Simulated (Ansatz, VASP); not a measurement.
# Cu in VASP and in Ansatz

Contents of INCAR:

```
SYSTEM = Cu
PREC = Accurate
ENCUT = 520
EDIFF = 1E-6
ISMEAR = 0
SIGMA = 0.15
LREAL = .False.
LASPH = .True.
NELM = 100
ALGO = Normal
ISIF = 2
LWAVE = .False.
LCHARG = .True.
GGA = PE
LELF = .True.
LVHAR = .True.
NBANDS = 12
```

KPOINTS

```
Automatic mesh
0
Gamma
  24 24 24
  0 0 0
```

POSCAR

```
Cu
1.0
    0.0000000000      1.8143062373      1.8143062373
    1.8143062373      0.0000000000      1.8143062373
    1.8143062373      1.8143062373      0.0000000000
Cu
1
Direct
    0.0000000000      0.0000000000      0.0000000000
```

Input for Ansatz:

```yaml
crystal:
  lattice:
    - [0.0, 1.8143062373, 1.8143062373]
    - [1.8143062373, 0.0, 1.8143062373]
    - [1.8143062373, 1.8143062373, 0.0]
  atoms:
    - { symbol: Cu, position: [0.0, 0.0, 0.0] }
basis:
  ecutwfc: 520.0
kpoints:
  mp_grid: { grid: [24, 24, 24] }
hamiltonian:
  xc: pbe
  pseudopotentials: { kind: paw, azcp: { folder: soft_1 } }
scf:
  occupations: { method: gaussian, width: 0.15 }
output:
  forces: true
  stress: true
  eigenvalues: true
```

Alike in both runs: task single point; functional PBE; k mesh 24 × 24 × 24; occupations gaussian, width 0.15 eV; no spin polarisation.

```csv
,VASP,Ansatz
version,VASP 6.6.1,Ansatz 0.2.0
potentials or method,"VASP PAW PBE potentials, release 64 (Cu)","scalar-relativistic, plane waves, PAW"
plane-wave cutoff (eV),520,520
valence electrons in the cell,11,19
```

Ansatz gave:

```
gap on the k mesh at the Fermi level (eV) : none
pressure (GPa)                            : 0.0
```

Question: What did VASP give for the same quantities?

Answer: gap on the k mesh at the Fermi level (eV): none; pressure (GPa): 0.7.

A gap of «none» marks a metal or a gap that the smearing closes. The two sets of potentials don't hold the same shells in valence.
